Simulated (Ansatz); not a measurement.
## Cd: energy change per atom and pressure against volume scale

Plane-wave DFT, scalar-relativistic PAW made under PBE with cores redone for the functional, no dispersion; the given relaxed cell is scaled uniformly, energy at zero smearing counts from the unscaled cell, pressure at the given Fermi-Dirac smearing is positive in compression. The results are calculated, by Ansatz 0.2.0.

The cell before it is scaled or strained (space group P6/mmm, No. 191):
```
cell vectors (Å)
   5.1457     0.0000     0.0000
  -2.5728     4.4563     0.0000
   0.0000     0.0000     3.0955
atoms (fractions of the cell vectors)
Cd  0.00000  0.00000  0.00000
Cd  0.33333  0.66667  0.50000
Cd  0.66667  0.33333  0.50000
```

Settings of every row: spin polarised no; functional PBE; wave cutoff 420 eV; smearing width 0.1 eV; k mesh 9x9x13.

Atom starting moment: 0 on all atoms.

Limits: the cell comes from a prototype or a list of computed structures and needn't be the stable phase.

| row | volume scale | V (Å³/atom) | energy change per atom (meV) | pressure (GPa) |
| --- | --- | --- | --- | --- |
| 1 | 0.88 | 20.821 | 51.27 | 6.78 |
| 2 | 0.92 | 21.768 | 20.48 | 3.87 |
| 3 | 0.96 | 22.714 | 4.62 | 1.67 |
| 4 | 1.04 | 24.607 | ? | ? |
| 5 | 1.08 | 25.554 | 13.86 | -2.13 |
| 6 | 1.12 | 26.5 | 28.49 | -2.78 |

Question: what energy change per atom and pressure should row 4 give?

Worked fit of energy change per atom. Take u = (V_r/V)^(2/3) − 1 with V_r = 22.714 Å³ an atom, which is twice the finite (Eulerian) strain; such expansions in the strain, on which the Birch-Murnaghan equation of state is built, carry the rest volume and the bulk modulus. The shown rows have u = 0.05973, 0.02877, 0, -0.07554, -0.09767. Least squares give energy change per atom = 4.717 + 383.81 × u + 6498.9 × u² meV; a straight line predicts inner rows, each left out in turn, worse (root mean square 17 against 1.2 meV). The rows lie off it by 0.44, -0.66, -0.10, 1.05, -0.74 (root mean square 0.68 meV). The withheld row has u = -0.05197, so the fit gives 4.717 + 383.81 × (-0.05197) + 6498.9 × (-0.05197)² = 2.32 meV.

The calculation gave 3.8 meV. The fit lies 1.48 meV (39 % of the value, 3.1 % of the column's range) below it; its largest miss of a shown row is 1.05 meV.

Worked fit of pressure. Take u = (V_r/V)^(2/3) − 1 with V_r = 22.714 Å³ an atom, which is twice the finite (Eulerian) strain; such expansions in the strain, on which the Birch-Murnaghan equation of state is built, carry the rest volume and the bulk modulus. The shown rows have u = 0.05973, 0.02877, 0, -0.07554, -0.09767. Least squares give pressure = 1.673 + 70.05 × u + 253.6 × u² GPa; a straight line predicts inner rows, each left out in turn, worse (root mean square 0.67 against 0.049 GPa). The rows lie off it by 0.02, -0.03, 0.00, 0.04, -0.03. The pressure vanishes at u = -0.0264, or V = 23.64 Å³ an atom, and there the bulk modulus at fixed shape and fractions is B = −V dP/dV = (2/3)(1 + u) dP/du = 36.8 GPa. Letting shape and atoms relax would as a rule lower it, by much in layered, chain or molecular crystals. The withheld row has u = -0.05197, so the fit gives 1.673 + 70.05 × (-0.05197) + 253.6 × (-0.05197)² = -1.28 GPa.

The calculation gave -1.22 GPa. The fit lies 0.06 GPa (4.9 % of the value, 0.63 % of the column's range) below it; its largest miss of a shown row is 0.04 GPa.
